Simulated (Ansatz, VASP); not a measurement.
One calculation of H, two programs

```
CELL_PARAMETERS angstrom
1.65517 -2.70885 0.00000
1.65517 2.70885 0.00000
0.00000 0.00000 6.36394
ATOMIC_POSITIONS crystal
H 0.55671 0.44329 0.96609
H 0.44329 0.55671 0.03391
H 0.44329 0.55671 0.46609
H 0.55671 0.44329 0.53391
```

Alike in both runs: functional PBE; dispersion D3(BJ); k mesh 8 × 8 × 4; occupations gaussian, width 0.02 eV; no spin polarisation.

Ansatz relaxed the structure, and its values are those at the end. VASP's run is a single point on that final structure, the one shown.

|  | VASP | Ansatz |
| --- | --- | --- |
| version | VASP 6.6.1 | Ansatz 0.2.0 |
| potentials or method | VASP PAW PBE potentials, release 64 (H) | scalar-relativistic, plane waves, PAW |
| plane-wave cutoff (eV) | 520 | 420 |
| valence electrons in the cell | 4 | 4 |

VASP gave:

```
gap on the k mesh at the Fermi level (eV) : 8.53
least direct gap on the mesh (eV)         : 8.64
pressure (GPa)                            : -0.2
rms of the force components (eV/Å)        : 0.012
```

**Question.** Which values does Ansatz return?

**Answer.** gap on the k mesh at the Fermi level (eV): 8.53; least direct gap on the mesh (eV): 8.64; pressure (GPa): 0.0; rms of the force components (eV/Å): 0.005.

A k mesh can miss the band edges. A hybrid or GW would open this gap; PBE tends to underestimate it.
